**Q:** I treat aluminium nitride as a linear elastic solid. How much energy and stress are involved when its hexagonal crystal is sheared?

**A:** A shear of 1.5 % costs about 1 meV an atom, and one of 9 % about 30 meV. The shear stress at 9 % is about 11 GPa. In this calculation the top of the cell slides parallel to the edge a while its height and base stay fixed, and the atoms settle into their best positions inside the tilted cell. The strain is the sideways shift divided by the height, and the energy change is counted from the unstrained crystal.

Wurtzite AlN (a = 3.107 Å, c = 4.979 Å, 10.40 Å³ an atom), computed with Ansatz 0.2.0 using r2SCAN, scalar-relativistic plane-wave PAW, a 500 eV cutoff and a 9×9×6 k mesh. The edge c is shifted along a by the strain times its height, with the cell then held and the atoms relaxed. Changes in energy and in the length of c are relative to the unstrained crystal.

```csv
strain (%),energy change (meV/atom),c change (%)
1.5,0.9,0.01
3,3.6,0.04
4.5,8.1,0.10
6,14.3,0.18
9,31.9,0.40
```

**Q:** The energy looks perfectly quadratic to me. Where does Hooke's law fail?

**A:** Try doubling the strain. If stress is proportional to strain, energy must grow fourfold. From 4.5 to 9 % it should rise from 8.1 to 32.4 meV an atom, but the table has 31.9. Rounding can explain at most half of that gap, so the departure is real.

The same test from 3 to 6 % misses by only 0.1 meV, which rounding can explain. The printed energies therefore reveal the failure only when the largest strain is included. What fails is the assumption of a constant stiffness. The density functional is not on trial here, because the straight line and the bent curve both come from it.

**Q:** Isn't the growing c change a clearer sign that the crystal responds nonlinearly?

**A:** No, that column is geometry. The edge c leans over while its height is held, so it becomes the long side of a right-angled triangle. At 9 % its length grows by $\sqrt{1+0.09^2}-1$, or 0.40 %, which is the printed value. Any material sheared in this way would show the same numbers.

**Q:** Then what is the simplest correction to Hooke's law?

**A:** Symmetry chooses it. Give the crystal a half turn about c and shift it by half of c, and it coincides with itself, but the shear now points the other way. Shears to the left and to the right must therefore cost the same energy. With $g$ for the strain as a fraction, only even powers of $g$ can appear in the energy and only odd powers in the shear stress $\tau$:

$$\tau = Cg - Bg^3.$$

Here $C$ is the ordinary shear stiffness and $B$ measures the softening. At fixed volume, the work done in tilting the cell is the shear stress times the increase in $g$. Adding up that work gives the energy per volume:

$$w = \tfrac12 Cg^2-\tfrac14 Bg^4.$$

A least-squares fit to the shear stresses of all five strained crystals gives $C=123.3$ GPa and $B=485$ GPa. The program warns that the convergence threshold was loose for the stresses of all five. The energies took no part in the fit, so they can check it.

**Q:** Can you work that out for the largest strain?

**A:** At $g=0.09$ the two parts of the energy density are

$$\tfrac12\times123.3\times0.09^2=0.499\ \text{GPa},$$

$$\tfrac14\times485\times0.09^4=0.008\ \text{GPa}.$$

One GPa acting on the 10.40 Å³ of an atom amounts to $10.40/160.2$ eV, or 65 meV. Hooke's term alone thus gives 32.4 meV an atom, and the correction removes 0.5 meV. The result is 31.9 meV, as in the table.

The stress of this crystal was part of the fit, but its energy was not. The agreement shows that the computed stresses and energies tell one consistent story. It is no test against a real crystal.

**Q:** An energy error below 2 % would not worry me. Should it?

**A:** It depends on what you need, because energy is the quantity that hides the failure best. Relative to Hooke's law, the energy falls short by $Bg^2/2C$. The ratio of stress to strain falls by $Bg^2/C$, and the local slope of the stress curve by $3Bg^2/C$. The three losses stand as 1 to 2 to 6, since each step from energy to stress to slope gives the higher power of $g$ more weight.

At 9 % strain the energy is off by under 2 %, the stress by about 3 % and the local slope by nearly 10 %. You can see the slope fall without the fit. Between 6 and 9 % the computed shear stress climbs from 7.29 to 10.74 GPa, and $(10.74-7.29)/0.03$ is 115 GPa, against 123 GPa at the start.

For this crystal, $B/C$ is close to 4. The stress therefore lies below Hooke's line by a fraction of about $4g^2$. At 1 % strain that is 0.04 %, and a process engineer can forget it.

**Q:** Why does the crystal become softer at all?

**A:** Hooke's law knows only the curvature of the energy at its minimum. It continues that parabola forever, whereas the energy of a real crystal cannot follow it. If c were shifted sideways by a whole lattice vector, the lattice would repeat itself, and the atoms could return to their original arrangement. Somewhere on the way the energy must stop climbing, so the stress must eventually bend down.

This argument makes softening inevitable at large shear, but it does not say where softening begins. The computed stresses supply that: their ratio to the strain falls at every step, even within the first few per cent.

One part of the geometry works in the opposite direction. The leaning edge c becomes longer, and stretching it costs extra energy that grows as $g^4$. Since the total still softens, the higher-order terms of the bonding energy must outweigh this stretching cost. They include the changing resistance of the Al–N bonds as lengths and angles move away from equilibrium, and the way the atoms resettle inside the tilted cell. The calculation gives only the sum, so it does not tell us which part matters most.

**Q:** Is there a sign of failure that doesn't need a comparison of small differences?

**A:** Yes, look at the normal stresses, which pull or push straight along an axis. For this crystal and this shear, linear elasticity predicts that they are zero. At 9 % the same calculation finds a tension of 2.1 GPa along a and a compression of 1.3 GPa along the original c axis. If these stresses alone were released and the shear were kept, the crystal would shrink along a and grow taller. Part of this is geometry again: the shear also turns the crystal slightly, and linear elasticity neglects that turn.

Symmetry explains their growth as well. The half turn reverses the shear but leaves these normal stresses unchanged, so they must start with $g^2$. Between 4.5 and 9 % the tension along a does grow fourfold, from 0.54 to 2.14 GPa. At 1.5 % it is about a tenth smaller than this rule suggests, a difference of less than 0.01 GPa. The unstrained crystal's leftover stress along a, about 0.001 GPa, is too small to explain that. The loosely converged stresses may be the cause, but the calculation does not settle it.

**Q:** My films can usually relax in at least one direction. Does holding the cell spoil the result?

**A:** It leaves $C$ intact but affects $B$. The normal stresses grow as $g^2$, and the elastic energy they store grows as their square, hence as $g^4$. That is the same power of strain as the softening term. Letting the cell relax at the same shear would therefore lower the energy in just the term that $B$ describes.

A rough modulus of 300 GPa puts this energy at up to several tenths of a meV an atom at 9 % strain. The actual gain can be much smaller, because it depends on which lengths are freed and on how the shear is then held. It may still be a sizeable fraction of the 0.5 meV by which Hooke's law errs here, and it would add to that error. A crystal free to change both its height and its width should thus soften more than this one. The value of $B$ belongs to shear in a held cell, while $C$ is the same whether the cell is held or free.

**Q:** So to obtain $C$ from energies, I should take the smallest strain?

**A:** Not from energies printed to a tenth of a meV. At 1.5 % the rounding alone leaves an uncertainty of about 6 % in the energy, and hence in $C$. That is more than the error Hooke's law makes in the energy at 9 %. Small strains suffer from lost digits and large strains from softening.

The plainest remedy is to keep more digits: before rounding, the energy at 1.5 % lies within 0.1 % of Hooke's law with the $C$ from the stress fit. If you have only rounded energies, there are two other ways. You can use the shear stress, which is proportional to $g$ and so keeps its digits better at small strain. Or you can use energies at several strains and plot energy divided by strain squared against strain squared. If Hooke's law held exactly, the line would be horizontal; here it slopes down. With the strain written as a fraction, the line's value at zero strain, doubled and divided by the volume of an atom, is $C$.

**Q:** What would you look for in another crystal?

**A:** First ask whether a symmetry operation reverses the strain. If it does, as here, the stiffness changes only with $g^2$. In this crystal that keeps the shear stress within 1 % of Hooke's law up to 4.5 % strain; another crystal has its own $B/C$ and so its own limit. If none does, as when a crystal is stretched or compressed, the energy may contain a $g^3$ term. The stiffness then changes in proportion to the strain itself, and the two directions differ. In that case, compute both signs of strain before trusting a single stiffness.
